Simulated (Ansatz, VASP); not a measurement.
# NaF in VASP and in Ansatz

```
Na F
1.0
     0.00000    2.32000    2.32000
     2.32000    0.00000    2.32000
     2.32000    2.32000    0.00000
Na F
1 1
Cartesian
  0.0000 0.0000 0.0000
  2.3200 2.3200 2.3200
```

Alike in both runs: task single point; functional PBE; k mesh 8 × 8 × 8; occupations gaussian, width 0.02 eV; no spin polarisation.

```csv
,VASP,Ansatz
version,VASP 6.6.1,Ansatz 0.2.0
potentials or method,"VASP PAW PBE potentials, release 64 (Na_pv, F)","scalar-relativistic, plane waves, PAW"
plane-wave cutoff (eV),520,420
valence electrons in the cell,14,16
```

Ansatz gave:

* gap on the k mesh at the Fermi level (eV): 6.29
* least direct gap on the mesh (eV): 6.29
* pressure (GPa): 1.9

**Question.** Estimate VASP's values.

**Answer.** gap on the k mesh at the Fermi level (eV): 6.28; least direct gap on the mesh (eV): 6.28; pressure (GPa): 1.8.

The functional is the same, so the differences come from potentials, cutoffs and numerics. The two sets of potentials don't hold the same shells in valence.
